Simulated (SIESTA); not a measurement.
Sb:

```
CELL_PARAMETERS angstrom
-1.87134 1.87134 1.87134
1.87134 -1.87134 1.87134
1.87134 1.87134 -1.87134
ATOMIC_POSITIONS crystal
Sb 0.00000 0.00000 0.00000
```

This isn't the form of Sb at room conditions, which is rhombohedral.

- Program: SIESTA 5.4.2
- Task: relaxation of cell and atoms
- Functional: PBE
- Potentials or basis: PseudoDojo 0.4 standard (PBE files)
- Basis: DZ (energy shift 0.003 Ry; two zetas on semicore shells)
- Grid cutoff: 500 Ry
- Energy shift: 0.003 Ry
- k mesh: 10 × 10 × 10
- Occupations: fermi-dirac, width 0.05 eV
- Spin: no spin polarisation

At the start: pressure 5.9 GPa; volume 26.21 Å³/atom.

Task: How do energy, volume and symmetry change on relaxing?

Result: Over 4 steps the energy falls by 31.2 meV/atom and the volume is 28.18 Å³/atom (+7.5 %); space group Im-3m (No. 229, to 0.05 Å).

Step by step:
```
step  energy change (eV)  largest force (eV/Å)  pressure (GPa)  volume (Å³)
   1              0.0000                0.0000            5.89        26.21
   2             -0.0228                0.0000            2.75        27.13
   3             -0.0293                0.0000           -1.13        28.65
   4             -0.0312                0.0000           -0.07        28.18
```

Final structure:
```xyz
1
Lattice="-1.9173 1.9170 1.9170 1.9170 -1.9173 1.9170 1.9170 1.9170 -1.9173" Properties=species:S:1:pos:R:3 pbc="T T T"
Sb    0.0000    0.0000    0.0000
```

Caveat: the basis has no polarisation orbitals; the basis of atomic orbitals isn't converged, which shifts pressures, moduli and gaps.
